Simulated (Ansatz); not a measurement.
Space group Fm-3m (No. 225). a = 3.630 Å, b = 3.630 Å, c = 3.630 Å, α = 90.00°, β = 90.00°, γ = 90.00°
| atom | site | symmetry | x | y | z |
| --- | --- | --- | --- | --- | --- |
| Cu | 4a | m-3m | 0.0000 | 0.0000 | 0.0000 |

Equation of state of this Cu structure (not necessarily the ground state), with shape and atoms relaxed at each volume where symmetry leaves them free. It has no gap at any of these volumes. Level of theory: DFT PBE, scalar-relativistic, plane waves, PAW in Ansatz.

Cutoff 420 eV; k points 20×20×20 on the computed 1-atom cell (Γ-centred); Gaussian smearing, width 0.10 eV; no spin polarisation.

```
V (Å³/atom) E − E(largest V) (meV/atom) P (GPa)
     10.521                        54.57    24.83
     10.880                         8.21    16.85
     11.238                       -21.82    10.19
     11.597                       -38.22     4.64
     11.956                       -43.25     0.01
     12.314                       -38.79    -3.85
     12.673                       -26.45    -7.06
     13.151                         0.00   -10.52
```

Q: Fit a third-order Birch–Murnaghan equation to E(V).

A: V0 = 11.96 Å³/atom, B0 = 141 GPa, B0' = 5.1.